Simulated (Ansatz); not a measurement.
# BaTiO3 (Pm-3m) in Ansatz: a series of runs

One crystal, BaTiO3, is run at these levels: PBEsol; tasks: relaxation of cell and atoms.

Everything below comes from runs of Ansatz 0.2.0. Logs are shortened: lines on timing, memory, paths and dates and some standing lists are left out, and cuts for length are marked.

### Step 1. The structure

The structure is cubic, space group Pm-3m (No. 221). Conventional cell: a = 4.006 Å, b = 4.006 Å, c = 4.006 Å, α = 90.00°, β = 90.00°, γ = 90.00°. Around Ba (site symmetry m-3m) lie 12 O at 2.83 Å. Ti (site symmetry m-3m) is surrounded by 6 O at 2.00 Å. O (site symmetry 4/mmm) is surrounded by 2 Ti at 2.00 Å.

### Step 2. Relaxation of cell and atoms, PBEsol

input.yaml reads:

```yaml
crystal:
  lattice:
    - [4.006, 0.0, 0.0]
    - [0.0, 4.006, 0.0]
    - [0.0, 0.0, 4.006]
  atoms:
    - { symbol: Ba, position: [0.5, 0.5, 0.5] }
    - { symbol: Ti, position: [0.0, 0.0, 0.0] }
    - { symbol: O, position: [0.0, 0.0, 0.5] }
    - { symbol: O, position: [0.0, 0.5, 0.0] }
    - { symbol: O, position: [0.5, 0.0, 0.0] }
hamiltonian:
  xc: pbesol
  pseudopotentials: { kind: paw }
kpoints:
  mp_grid: { grid: [5, 5, 5] }
scf:
  occupations: { method: fermi_dirac, width: 0.05 }
output:
  forces: true
  stress: true
  eigenvalues: true
relax:
  f_tol: 0.01
  max_steps: 40
  cell: { stress_tol: 0.05 }
```

Potentials or basis: Ansatz PAW.

On the command line:

```console
$ ansatz run input.yaml --threads 2 --pin off --max-ram 5632MiB --backend cpu --events-out ev --progress --plain --runs-dir out
```

The program printed:

```text
Warning: RAYON_NUM_THREADS=2 ignored (pool sized by the plan → 2); use --threads N
Engine: ansatz 0.2.0, aarch64-unknown-linux-gnu
Pseudopotentials: kind: paw
Pseudopotential: Ba, paw, valence charge 10, recommended cutoff 420 eV (normal), Ba.paw.azcp
Pseudopotential: Ti, paw, valence charge 12, recommended cutoff 420 eV (normal), Ti.paw.azcp
Pseudopotential: O, paw, valence charge 6, recommended cutoff 420 eV (normal), O.paw.azcp
Functional definition: PBEsol
  exchange = pbesol_x
  correlation = pbesol_c
Crystal: 5 atoms, lattice volume = 64.288 Å³
Basis set: ecut = 420 eV, 1237 PW (Γ), exchange–correlation on 54×54×54 points (8 copies of the dense FFT grid, shifted against one another)
Bands: 25, of which v1, the nominal top of the filled ones, is band 20 counted from 1 (19 counted from 0)
Symmetry: 48 space group operations
Space group: Pm-3m (ITA 221), of the structure as read, at distance tolerance 4.0e-5 Å
k-points: 10 of 125
Non-local potential: Ba, projectors of the file, l = 0: 3, l = 1: 2, l = 2: 2, l = 3: 2
Non-local potential: Ti, projectors of the file, l = 0: 3, l = 1: 2, l = 2: 3, l = 3: 1
Non-local potential: O, projectors of the file, l = 0: 2, l = 1: 2, l = 2: 1
PAW form: soft (Blöchl's): semilocal exchange-correlation on the pseudo side does not see the compensation charge
PAW frozen core: Ba, regenerated for the run's functional, and the local potential with it (the file was generated under x = pbe(κ = 0.804, μ = 0.2195149727645171), c = pbe(β = 0.06672455060314922))
PAW frozen core: Ti, regenerated for the run's functional, and the local potential with it (the file was generated under x = pbe(κ = 0.804, μ = 0.2195149727645171), c = pbe(β = 0.06672455060314922))
PAW frozen core: O, regenerated for the run's functional, and the local potential with it (the file was generated under x = pbe(κ = 0.804, μ = 0.2195149727645171), c = pbe(β = 0.06672455060314922))
PAW one-centre angular grid: Ba, 194 points (default); XC on 64 Gauss nodes
PAW one-centre angular grid: Ti, 590 points (default); XC on 64 Gauss nodes
PAW one-centre angular grid: O, 110 points (default); XC on 64 Gauss nodes
Initial density: superposition of atomic densities (neutral atoms: chi_scale 0, normalization atom), corrected by the library's trained network
Initial wavefunctions: pseudopotential atomic-orbital guess
Functional: x = pbesol(κ = 0.804, μ = 0.12345679012345678), c = pbesol(β = 0.046)
SCF iter   1: F=—  HF=-10027.467682 eV  |F-HF|=—  |Δ(HF+E_count)|=         —  Δρ=1.69e-2  dr2=1.59e-1  ethr=1.77e-3  ⟨swp⟩=6.0  Hψ=1227  notcnv=0
preconditioner: auto → Resta (q_TF=auto, 2.521 Å⁻¹)  ε∞=6.0  [insulator: Δε(μ)=1.678 eV  Ē_g=11.766 eV  σ=0.050 eV  W_gap=1.00  n_scr=18 (ndim 8)  ℏωp=26.2 eV  f_vac=0.000  D(μ)=0.00/eV (n_scr^D=0)  ε∞_Penn≈6.0]
SCF iter   2: F=—  HF=-10027.435341 eV  |F-HF|=—  |Δ(HF+E_count)|=   3.23e-2  Δρ=4.31e-3  dr2=1.44e-2  ethr=3.97e-4  ⟨swp⟩=2.4  Hψ=471  notcnv=0  defer=7
SCF iter   3: F=—  HF=-10027.433632 eV  |F-HF|=—  |Δ(HF+E_count)|=   1.71e-3  Δρ=1.46e-3  dr2=1.67e-3  ethr=3.59e-5  ⟨swp⟩=2.4  Hψ=356  notcnv=0  defer=7
SCF iter   4: F=—  HF=-10027.433432 eV  |F-HF|=—  |Δ(HF+E_count)|=   1.99e-4  Δρ=1.38e-4  dr2=1.20e-5  ethr=4.18e-6  ⟨swp⟩=2.0  Hψ=329  notcnv=0  defer=7
SCF iter   5: F=—  HF=-10027.433717 eV  |F-HF|=—  |Δ(HF+E_count)|=   2.84e-4  Δρ=3.02e-5  dr2=4.88e-7  ethr=2.99e-8  ⟨swp⟩=2.1  Hψ=444  notcnv=0  defer=7
SCF iter   6: F=-10027.433717 eV  HF=-10027.433717 eV  |F-HF|=9.75e-9  |Δ(HF+E_count)|=   1.53e-7  Δρ=5.61e-6  dr2=1.77e-8  ethr=2.50e-10  ⟨swp⟩=8.8  Hψ=1373  notcnv=0
SCF 1 converged in 6 iterations: F = -10027.433717 eV  dr2 = 1.77e-8
relax step   1: F+E_penalty+E_count = -10027.43371672 eV  Δ(F+E_penalty+E_count) = +0.000e0 eV  max|allowed force component| = 1.026e-29 eV/Å  Δτ_max = 0.0000 Å  P = -4.607 GPa  Ω = 64.288 Å³  (6 SCF iters, dr2 threshold 1.00e-7 eV, accepted)
Crystal: 5 atoms, lattice volume = 62.463 Å³
Basis set: ecut = 420 eV, 1213 PW (Γ), exchange–correlation on 54×54×54 points (8 copies of the dense FFT grid, shifted against one another)
Initial density: handed on by an earlier stage of this run
Initial wavefunctions: those handed on with the density
[... 43 lines left out ...]
SCF iter   4: F=-10027.459478 eV  HF=-10027.459478 eV  |F-HF|=1.91e-9  |Δ(HF+E_count)|=   1.00e-9  Δρ=2.51e-6  dr2=4.63e-9  ethr=2.22e-10  ⟨swp⟩=1.7  Hψ=305  notcnv=0
iter 5 did not close the SCF: its close was put off for the readings that it lacked (scf_convergence_deferred on its scf_iter line)
SCF iter   5: F=-10027.459478 eV  HF=-10027.459478 eV  |F-HF|=8.37e-11  |Δ(HF+E_count)|=  3.93e-10  Δρ=5.98e-7  dr2=1.47e-10  ethr=1.16e-11  ⟨swp⟩=2.6  Hψ=404  notcnv=0
SCF iter   6: F=-10027.459478 eV  HF=-10027.459478 eV  |F-HF|=5.46e-12  |Δ(HF+E_count)|=  1.46e-11  Δρ=8.04e-8  dr2=3.57e-12  ethr=1.00e-12  ⟨swp⟩=1.8  Hψ=625  notcnv=0
SCF 5 converged in 6 iterations: F = -10027.459478 eV  dr2 = 3.57e-12
relax step   5: F+E_penalty+E_count = -10027.45947760 eV  Δ(F+E_penalty+E_count) = -2.623e-4 eV  max|allowed force component| = 1.131e-29 eV/Å  Δτ_max = 0.0000 Å  P = -0.002 GPa  Ω = 62.567 Å³  energy of the carried Pulay correction = +2.284e-4 eV  (6 SCF iters, dr2 threshold 7.96e-8 eV, accepted)
iter 1 solved again at ethr=2.32e-8 eV; its pass at ethr=3.10e-3 eV (dr2=9.27e-6 eV) is discarded
SCF iter   1: F=—  HF=-10027.459222 eV  |F-HF|=—  |Δ(HF+E_count)|=         —  Δρ=1.37e-5  dr2=6.26e-8  ethr=2.32e-8  ⟨swp⟩=3.3  Hψ=1993  notcnv=0
preconditioner: auto → Resta (q_TF=auto, 2.532 Å⁻¹)  ε∞=5.9  [insulator: Δε(μ)=1.889 eV  Ē_g=12.003 eV  σ=0.050 eV  W_gap=1.00  n_scr=18 (ndim 8)  ℏωp=26.6 eV  f_vac=0.000  D(μ)=0.00/eV (n_scr^D=0)  ε∞_Penn≈5.9]
SCF iter   2: F=—  HF=-10027.459478 eV  |F-HF|=—  |Δ(HF+E_count)|=   2.56e-4  Δρ=6.49e-6  dr2=1.30e-8  ethr=1.56e-10  ⟨swp⟩=2.9  Hψ=506  notcnv=0
SCF iter   3: F=—  HF=-10027.459478 eV  |F-HF|=—  |Δ(HF+E_count)|=  2.02e-10  Δρ=4.28e-6  dr2=5.60e-9  ethr=3.26e-11  ⟨swp⟩=1.4  Hψ=254  notcnv=0
SCF iter   4: F=—  HF=-10027.459478 eV  |F-HF|=—  |Δ(HF+E_count)|=  1.07e-10  Δρ=2.62e-6  dr2=2.20e-9  ethr=1.40e-11  ⟨swp⟩=1.2  Hψ=252  notcnv=0
SCF iter   5: F=—  HF=-10027.459478 eV  |F-HF|=—  |Δ(HF+E_count)|=  3.82e-11  Δρ=1.91e-6  dr2=1.20e-9  ethr=5.50e-12  ⟨swp⟩=1.4  Hψ=254  notcnv=0
SCF iter   6: F=—  HF=-10027.459478 eV  |F-HF|=—  |Δ(HF+E_count)|=  1.27e-11  Δρ=1.53e-6  dr2=7.74e-10  ethr=3.00e-12  ⟨swp⟩=1.0  Hψ=250  notcnv=0
SCF iter   7: F=—  HF=-10027.459478 eV  |F-HF|=—  |Δ(HF+E_count)|=  9.09e-12  Δρ=1.06e-6  dr2=3.70e-10  ethr=1.93e-12  ⟨swp⟩=1.0  Hψ=250  notcnv=0
SCF iter   8: F=—  HF=-10027.459478 eV  |F-HF|=—  |Δ(HF+E_count)|=  7.28e-12  Δρ=6.41e-7  dr2=1.36e-10  ethr=1.00e-12  ⟨swp⟩=1.2  Hψ=252  notcnv=0
SCF iter   9: F=-10027.459478 eV  HF=-10027.459478 eV  |F-HF|=5.46e-12  |Δ(HF+E_count)|=  7.28e-12  Δρ=1.35e-7  dr2=6.03e-12  ethr=1.00e-12  ⟨swp⟩=4.0  Hψ=917  notcnv=0
SCF 6 converged in 9 iterations: F = -10027.459478 eV  dr2 = 6.03e-12
relax step   6: F+E_penalty+E_count = -10027.45947760 eV  Δ(F+E_penalty+E_count) = -3.638e-12 eV  max|allowed force component| = 4.986e-29 eV/Å  Δτ_max = 0.0000 Å  P = -0.005 GPa  Ω = 62.567 Å³  stress off target by 5.36e-3 GPa  SCF on the basis re-selected at this cell (its energy is not comparable with the rows above)  (9 SCF iters)
basis re-selected at this cell: Δ(F+E_penalty+E_count) = -3.638e-12 eV, ΔP = -0.003 GPa vs the last step (what re-selecting the basis moved, of the pressure what is left beyond the Pulay correction that the steps carried, after the strain that the cell walked since its last selection, with what the two solves' SCF thresholds leave and, on support functions, any second-order correction that the steps lacked; it is no measure of the basis error at this ecutwfc). This SCF's stress stands 5.36e-3 GPa from its target on what of the cell is left free (relax.cell.stress_tol is 5.00e-2 GPa) and its largest allowed force component is 4.99e-29 eV/Å (relax.f_tol is 1.00e-2 eV/Å): within both
SCF converged after 9 iterations
Free energy (F): -10027.459478 eV
Harris-Foulkes:  -10027.459478 eV  (|F-HF|=5.46e-12)
Internal energy: -10027.459478 eV  (E = F + TS)
E sigma→0 (E₀):  -10027.459478 eV
Fermi energy:    11.396122 eV
--- Per-component energies (eV) ---
  E_band       = -129.662635
  E_kinetic    = 969.243574
  E_local      = -2060.409278  (includes V_loc(G=0)·N_el)
  E_nonlocal   = 206.946278
  E_hartree    = 803.988147
  E_xc         = -486.765627
  E_vxc        = -543.791180  (∫ρ·V_xc dr)
  E_paw        = -6616.847717  (= ΣΔE_a)
  E_vpaw       = -309.635818  (= ΣTr[D̂ρ^β])
  E_aug_tail   = 0.007473  (compensation charges beyond the density's cutoff)
  E_ewald      = -2844.019007
  E_core_change = 0.396681  (= ΣΔE_core)
  E_smearing   = -0.000000  (= −TS)
  E_closure    = 0.000000  (closes the sum)
  Σ components = -10027.459478   (vs F -10027.459478, Δ=0.00e0)
--- Forces (eV/Å), atoms counted from 1 ---
  atom   1  Ba    -0.00000000    -0.00000000     0.00000000
  atom   2  Ti     0.00000000    -0.00000000     0.00000000
  atom   3  O      0.00000000    -0.00000000     0.00000000
  atom   4  O      0.00000000     0.00000000    -0.00000000
  atom   5  O     -0.00000000    -0.00000000    -0.00000000
  max |Σ_I F_I| component: 2.42e-29 eV/Å
--- Stress (GPa, compression-positive) ---
       -0.005365       0.000000      -0.000000
       -0.000000      -0.005365       0.000000
       -0.000000       0.000000      -0.005365
  P = ⅓ Tr σ = -0.0054 GPa (-0.054 kbar)
--- Band table (eV; the first three rows and the last of 10) ---
  k-point 0: bands = ["-45.6654", "-22.0162", "-22.0162", "-22.0162", "-14.0134", "-6.3074", "-5.6318", "-5.6318", "0.7814", "0.7814", "0.7814", "8.2460", "8.2460", "8.2460", "9.3394", "9.3394", "9.3394", "10.4320", "10.4320", "10.4320", "12.3213", "12.3213", "12.3213", "14.6838", "14.6838"]
  k-point 1: bands = ["-45.6651", "-22.0370", "-22.0153", "-22.0153", "-13.9649", "-6.3613", "-5.6191", "-5.5690", "0.8461", "0.8461", "0.9505", "7.6077", "8.1110", "8.1110", "8.9720", "8.9720", "9.0257", "9.5819", "10.1768", "10.1768", "12.3690", "13.0554", "13.0554", "14.6873", "15.6083"]
  k-point 2: bands = ["-45.6645", "-22.0705", "-22.0139", "-22.0139", "-13.8840", "-6.5566", "-5.5985", "-5.3266", "0.9565", "0.9565", "1.2192", "6.6168", "7.7643", "7.7643", "8.5971", "8.6742", "8.6761", "8.6761", "9.8776", "9.8776", "12.4492", "14.0144", "14.0144", "14.6908", "16.6159"]
  k-point 9: bands = ["-45.6627", "-22.0641", "-22.0638", "-22.0638", "-13.7268", "-5.5558", "-5.3950", "-5.3950", "0.1191", "0.1191", "0.3455", "6.2014", "6.7601", "6.7601", "7.7925", "8.1391", "8.1391", "10.2498", "10.2498", "10.3843", "14.6890", "14.6890", "14.6929", "17.7537", "17.7537"]
--- Relaxed structure (4 steps of the walk, 4 accepted, 2 SCFs on fresh bases) ---
  F+E_penalty+E_count = -10027.45947760 eV   max|allowed force component| = 4.986e-29 eV/Å   (the final SCF, on the basis selected at the relaxed cell)
  cell:  # Å, volume = 62.5671 Å³
    - [3.9699225716130466, -4.172848212839011e-34, 2.5679065925163143e-34]
    - [-2.8888949165808534e-34, 3.9699225716130466, 0.0]
    - [2.5679065925163143e-34, 0.0, 3.9699225716130466]
  atoms:
    - { symbol: Ba, position: [0.5000000000000001, 0.5000000000000001, 0.5000000000000001] }
    - { symbol: Ti, position: [-5.8091995742946026e-36, 2.253568800379933e-36, -5.007930667430193e-37] }
    - { symbol: O, position: [-2.8044411737859728e-36, 2.2535688003806163e-36, 0.5000000000000001] }
    - { symbol: O, position: [-8.012689068047497e-37, 0.5000000000000001, -5.0079306675030675e-37] }
    - { symbol: O, position: [0.5000000000000001, -1.7527757336531285e-36, -5.007930667459726e-37] }
```

Wall time 5.4 s (2 threads of Arm Neoverse V1, shared host); peak memory 0.34 GiB.

What came out:

```
Free energy                            : -10027.4595 eV
Relaxed volume                         : 12.51 Å³/atom
Relaxed cell                           : a = 3.970 Å, b = 3.970 Å, c = 3.970 Å, α = 90.00°, β = 90.00°, γ = 90.00°
Space group after relaxing (to 0.05 Å) : Pm-3m (No. 221)
Energy gained by relaxing              : 5.2 meV/atom
Ionic steps                            : 6
Pressure after relaxing                : 0.0 GPa
Band gap on the k mesh                 : 1.89 eV, direct
```

The path:
```
step  energy change (eV)  largest force (eV/Å)  volume (Å³)
   1              0.0000                0.0000        64.29
   2             -0.0312                0.0000        62.46
   3             -0.0308                0.0000        62.63
   4             -0.0255                0.0000        62.63
   5             -0.0258                0.0000        62.57
   6             -0.0258                0.0000        62.57
```

Final structure:
```
CELL_PARAMETERS angstrom
3.96992 0.00000 0.00000
0.00000 3.96992 0.00000
0.00000 0.00000 3.96992
ATOMIC_POSITIONS crystal
Ba 0.50000 0.50000 0.50000
Ti 0.00000 0.00000 0.00000
O 0.00000 0.00000 0.50000
O 0.00000 0.50000 0.00000
O 0.50000 0.00000 0.00000
```

Levels at points of the mesh, in eV from the valence-band top:
| k point | band 18 | band 19 | band 20 | band 21 | band 22 | band 23 |
| --- | --- | --- | --- | --- | --- | --- |
| (0.00, 0.00, 0.00) | 0.00 | 0.00 | 0.00 | 1.89 | 1.89 | 1.89 |

Caveat: odd divisions of the mesh miss points on the zone boundary, where band edges often lie, so the gap on the mesh can be too wide; the plane-wave basis is chosen anew once the cell has moved, so the energies of steps on either side of that aren't comparable; the pressure holds a Pulay correction of +0.6 GPa for the finite cutoff; spin-orbit coupling is left out, which moves the levels of the heavy elements; the PAW data sets come from PBE, with cores solved anew for the run's functional, which leaves a small shift of forces and pressure. As with any semilocal functional, this PBEsol gap is likely too small.

### Step 3. Relaxation of cell and atoms, PBEsol, target pressure 2 GPa, at which the enthalpy is minimised

Changes to input.yaml since step 2:

```diff
@@ -25,2 +25,2 @@
   max_steps: 40
-  cell: { stress_tol: 0.05 }
+  cell: { stress_tol: 0.05, p_target: 2.0 }
```

Potentials or basis: Ansatz PAW.

On the command line:

```console
$ ansatz run input.yaml --threads 2 --pin off --max-ram 5632MiB --backend cpu --events-out ev --progress --plain --runs-dir out
```

Wall time 6.3 s (2 threads of Arm Neoverse V1, shared host); peak memory 0.34 GiB.

Results (log left out):

| Quantity | Value |
| --- | --- |
| Free energy | -10027.4553 eV |
| Relaxed volume | 12.38 Å³/atom |
| Relaxed cell | a = 3.956 Å, b = 3.956 Å, c = 3.956 Å, α = 90.00°, β = 90.00°, γ = 90.00° |
| Space group after relaxing (to 0.05 Å) | Pm-3m (No. 221) |
| Energy change on relaxing (the enthalpy is what falls) | -4.3 meV/atom |
| Ionic steps | 7 |
| Pressure after relaxing | 2.0 GPa |
| Band gap on the k mesh | 1.90 eV, direct |

Step by step:
| step | energy change (eV) | largest force (eV/Å) | volume (Å³) |
| --- | --- | --- | --- |
| 1 | 0.0000 | 0.0000 | 64.29 |
| 2 | -0.0261 | 0.0000 | 61.68 |
| 3 | -0.0294 | 0.0000 | 61.98 |
| 4 | -0.0293 | 0.0000 | 61.96 |
| 5 | -0.0223 | 0.0000 | 61.96 |
| 6 | -0.0218 | 0.0000 | 61.89 |
| 7 | -0.0216 | 0.0000 | 61.89 |

Final structure:
```
CELL_PARAMETERS angstrom
3.95561 0.00000 0.00000
0.00000 3.95561 0.00000
0.00000 0.00000 3.95561
ATOMIC_POSITIONS crystal
Ba 0.50000 0.50000 0.50000
Ti 0.00000 0.00000 0.00000
O 0.00000 0.00000 0.50000
O 0.00000 0.50000 0.00000
O 0.50000 0.00000 0.00000
```

Levels at points of the mesh, in eV from the valence-band top:
| k point | band 18 | band 19 | band 20 | band 21 | band 22 | band 23 |
| --- | --- | --- | --- | --- | --- | --- |
| (0.00, 0.00, 0.00) | 0.00 | 0.00 | 0.00 | 1.90 | 1.90 | 1.90 |

Caveat: odd divisions of the mesh miss points on the zone boundary, where band edges often lie, so the gap on the mesh can be too wide; the plane-wave basis is chosen anew once the cell has moved, so the energies of steps on either side of that aren't comparable; the pressure holds a Pulay correction of +0.6 GPa for the finite cutoff; spin-orbit coupling is left out, which moves the levels of the heavy elements; the PAW data sets come from PBE, with cores solved anew for the run's functional, which leaves a small shift of forces and pressure.

(Part 1 of 2 ends here.)
